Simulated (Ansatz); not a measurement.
The system is I.

```xyz
4
Lattice="3.6350 -2.3950 0.0000 3.6350 2.3950 0.0000 0.0000 0.0000 9.7934" Properties=species:S:1:pos:R:3 pbc="T T T"
I     3.6350   -0.7152    3.7646
I     3.6350    1.6799    1.1321
I     3.6350    0.7152    6.0288
I     3.6350   -1.6799    8.6613
```

Base run:

* Program: Ansatz 0.2.0
* Functional: HSE06 form with a typed share of exact exchange
* Potentials or basis: Ansatz PAW
* Cutoff: 420 eV
* Density cutoff: 1680 eV
* k mesh: 4 × 4 × 2
* Occupations: fermi-dirac, width 0.05 eV
* Spin: no spin polarisation

Its results: band gap on the k mesh 2.46 eV, indirect (least direct gap 2.69 eV); largest force 0.242 eV/Å.

Question: The run is repeated on the same cell with these changes: functional from HSE06 form with a typed share of exact exchange to HF. What comes out?

Answer: Band gap on the k mesh 8.19 eV, indirect (least direct gap 8.64 eV); largest force 0.534 eV/Å.

Caveats: spin-orbit coupling is left out, which moves the levels of the heavy elements; the PAW data sets come from PBE, with cores solved anew for the run's functional, which leaves a small shift of forces and pressure; the potentials were made for another functional, which shifts forces and pressure (some runs).

A k mesh can miss the band edges.

Not every run made on this cell is shown here.
